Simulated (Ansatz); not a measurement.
# SrO: a single-point run

The task is a single-point run on SrO. The structure is shown as the input types it. The cell is built on a prototype (CsCl type) and needn't be the phase found in nature.

Method: density functional or hybrid calculation with the settings of its input, plane waves (as first typed), in Ansatz 0.2.0.

3 further runs of the same task are left out: 3 that didn't finish.

## (1) The system as given

It takes space group Pm-3m (No. 221, cubic). The conventional cell has a = 3.103 Å, b = 3.103 Å, c = 3.103 Å, α = 90.00°, β = 90.00°, γ = 90.00°. Sr (site symmetry m-3m) has 8 O at 2.69 Å as nearest neighbours. O (site symmetry m-3m) has 8 Sr at 2.69 Å as nearest neighbours.

As a file:

```cif
data_structure
_symmetry_space_group_name_H-M 'Pm-3m'
_symmetry_Int_Tables_number 221
_cell_length_a 3.1029
_cell_length_b 3.1029
_cell_length_c 3.1029
_cell_angle_alpha 90.000
_cell_angle_beta 90.000
_cell_angle_gamma 90.000
_cell_volume 29.87
loop_
_atom_site_label
_atom_site_type_symbol
_atom_site_symmetry_multiplicity
_atom_site_Wyckoff_symbol
_atom_site_fract_x
_atom_site_fract_y
_atom_site_fract_z
_atom_site_occupancy
Sr1 Sr 1 a 0.00000 0.00000 0.00000 1
O1 O 1 b 0.50000 0.50000 0.50000 1
```

## (2) The run

Contents of input.yaml:

```yaml
crystal:
  lattice:
    - [3.1028650697, 0.0, 0.0]
    - [0.0, 3.1028650697, 0.0]
    - [0.0, 0.0, 3.1028650697]
  atoms:
    - { symbol: Sr, position: [0.0, 0.0, 0.0] }
    - { symbol: O, position: [0.5, 0.5, 0.5] }
kpoints:
  mp_grid: { grid: [6, 6, 6] }
hamiltonian:
  xc: pbe
scf:
  occupations: { method: fixed }
  n_extra_bands: 4
  convergence: { dr2_threshold: 1.0 }
  max_iter: 86
output:
  forces: true
  stress: true
  eigenvalues: true
```

Launch:

```sh
ansatz run input.yaml --threads 4 --pin off --max-ram 3686MiB --backend cpu --events-out ev --progress --plain --runs-dir out
```

**Question.** How will this run end, and is anything wrong with its input?

The program finished normally, with warnings (force scf threshold loose, stress scf threshold loose). Its log warns: «scf.convergence.dr2_threshold = 1e0 eV is looser than this run's default, which is 1e-7 eV or tighter. The error in the forces grows as the threshold's square root ...»

The threshold asked is loose, but the program put off the close and ended at dr2 = 7.3e-8, so little accuracy was lost here.

The test: delete scf.convergence.dr2_threshold (the default then holds).
